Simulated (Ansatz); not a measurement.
## A series in volume per atom on CuCl

All results are calculated (Ansatz 0.2.0). Periodic Kohn-Sham DFT of a crystal at fixed atoms; pressure and stress are positive in compression; the energy is the free energy less that of spherical unpolarised free atoms; site moments are those in the method's own spheres, positive along +z.

Cell of the first row (space group F-43m, No. 216):
```
CuCl
1.0
      0.0000     2.6548     2.6548
      2.6548     0.0000     2.6548
      2.6548     2.6548     0.0000
Cu Cl
1 1
Direct
  0.00000 0.00000 0.00000
  0.75000 0.75000 0.75000
```

Settings of every row: method all-electron PAW; functional LDA; relativity scalar; k mesh 13x13x13; filling fermi-dirac; smearing width 0.05 eV; nucleus gaussian.

Atom start moment: 0 on all atoms.

Limits of some rows: small gap, it may come from the mesh (row 5, 6, 7, 8, 9).

| row | volume per atom (Å³) | pressure (GPa) |
| --- | --- | --- |
| 1 | 18.71 | -3.706 |
| 2 | 19.109 | ? |
| 3 | 19.507 | -5.746 |
| 4 | 19.706 | -6.172 |
| 5 | 19.905 | -6.57 |
| 6 | 20.104 | -6.94 |
| 7 | 20.303 | -7.285 |
| 8 | 20.701 | -7.902 |
| 9 | 21.099 | -8.432 |

Question: what pressure should row 2 give?

Worked fit of pressure. Take u = (V_r/V)^(2/3) − 1 with V_r = 20.005 Å³ an atom, which is twice the finite (Eulerian) strain; such expansions in the strain, on which the Birch-Murnaghan equation of state is built, carry the rest volume and the bulk modulus. The shown rows have u = 0.04563, 0.01695, 0.01009, 0.00335, -0.00329, -0.00981, -0.02254, -0.03487. Least squares give pressure = −6.7595 + 55.807 × u + 232.88 × u² + 232 × u³ GPa; a parabola predicts inner rows, each left out in turn, worse (root mean square 0.0035 against 0.00064 GPa). The rows lie off it by 0.000, 0.000, 0.000, 0.000, 0.001, 0.000, 0.000, 0.000. The withheld row has u = 0.03102, so the fit gives −6.7595 + 55.807 × (0.03102) + 232.88 × (0.03102)² + 232 × (0.03102)³ = -4.797 GPa.

The calculation gave -4.797 GPa. The fit meets it to the printed digit.
